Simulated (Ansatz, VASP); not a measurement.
## Be: VASP beside Ansatz

File INCAR:

```
PREC     = Accurate       # precision mode
ENCUT    = 520            # plane-wave cutoff, eV
EDIFF    = 1E-7           # SCF threshold, eV
ISMEAR   = -1             # smearing method
SIGMA    = 0.1            # smearing width, eV
LREAL    = False          # projectors in reciprocal space
LASPH    = True           # aspherical terms in the spheres
NELM     = 60             # most SCF steps
ALGO     = Normal         # electronic algorithm
ISIF     = 2              # what is computed and relaxed
LWAVE    = False          # write WAVECAR
LCHARG   = True           # write CHGCAR
GGA      = PE             # functional
LELF     = True           # ELF
LVHAR    = True         
NBANDS   = 7              # bands
```

Contents of KPOINTS:

```
Automatic mesh
0
Gamma
  10 10 10
```

Contents of POSCAR:

```
Be
1.0
   -1.2694070000      1.2694070000      1.2694070000
    1.2694070000     -1.2694070000      1.2694070000
    1.2694070000      1.2694070000     -1.2694070000
Be
1
Direct
    0.0000000000      0.0000000000      0.0000000000
```

Input for Ansatz:

```yaml
crystal:
  lattice:
    - [-1.269407, 1.269407, 1.269407]
    - [1.269407, -1.269407, 1.269407]
    - [1.269407, 1.269407, -1.269407]
  atoms:
    - { symbol: Be, position: [0.0, 0.0, 0.0] }
  symmetry: { tolerance: 0.0003 }
kpoints:
  mp_grid: { grid: [10, 10, 10], shift: [0, 0, 0] }
magnetization:
  spin_polarized: false
scf:
  occupations: { method: fermi_dirac }
hamiltonian:
  pseudopotentials: { kind: paw }
  xc: pbe
basis:
  ecutwfc: 420
output:
  forces: true
  stress: true
  eigenvalues: true
```

The cell was built by a generator and needn't be a form met in nature.

Alike in both runs: task single point; functional PBE; k mesh 10 × 10 × 10; no spin polarisation.

```csv
,VASP,Ansatz
version,VASP 6.6.1,Ansatz 0.2.0
potentials or method,"VASP PAW PBE potentials, release 64 (Be)",PAW plane waves
plane-wave cutoff (eV),520,420
occupations,"fermi-dirac, width 0.1 eV",fermi-dirac
valence electrons in the cell,2,2
```

|  | VASP | Ansatz | Ansatz less VASP |
| --- | --- | --- | --- |
| gap on the k mesh at the Fermi level (eV) | none | none | - |
| pressure (GPa) | -4.9 | -5.1 | -0.14 |

A gap of «none» marks a metal or a gap that the smearing closes.
